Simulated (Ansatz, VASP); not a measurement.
## Cr in VASP and in Ansatz

```xyz
1
Lattice="-1.3948 1.3948 1.3948 1.3948 -1.3948 1.3948 1.3948 1.3948 -1.3948" Properties=species:S:1:pos:R:3 pbc="T T T"
Cr    0.0000    0.0000    0.0000
```

Alike in both runs: task single point; functional PBE; k mesh 20 × 20 × 20; occupations gaussian, width 0.1 eV; no spin polarisation.

|  | VASP | Ansatz |
| --- | --- | --- |
| version | VASP 6.6.1 | Ansatz 0.2.0 |
| potentials or method | VASP PAW PBE potentials, release 64 (Cr_pv) | scalar-relativistic, plane waves, PAW |
| plane-wave cutoff (eV) | 520 | 420 |
| valence electrons in the cell | 12 | 14 |

|  | VASP | Ansatz | Ansatz less VASP |
| --- | --- | --- | --- |
| gap on the k mesh at the Fermi level (eV) | none | none | - |
| pressure (GPa) | 17.7 | 18.2 | +0.53 |

A gap of «none» marks a metal or a gap that the smearing closes. The two sets of potentials don't hold the same shells in valence.

Caveats: so large a pressure means that the cell lies far from this level's equilibrium, or that cutoff or potentials fall short (VASP); the run has no spin polarisation, though such a crystal can be magnetic. Spin polarisation is off, so any magnetic state and its effect on volume and gap are missing.
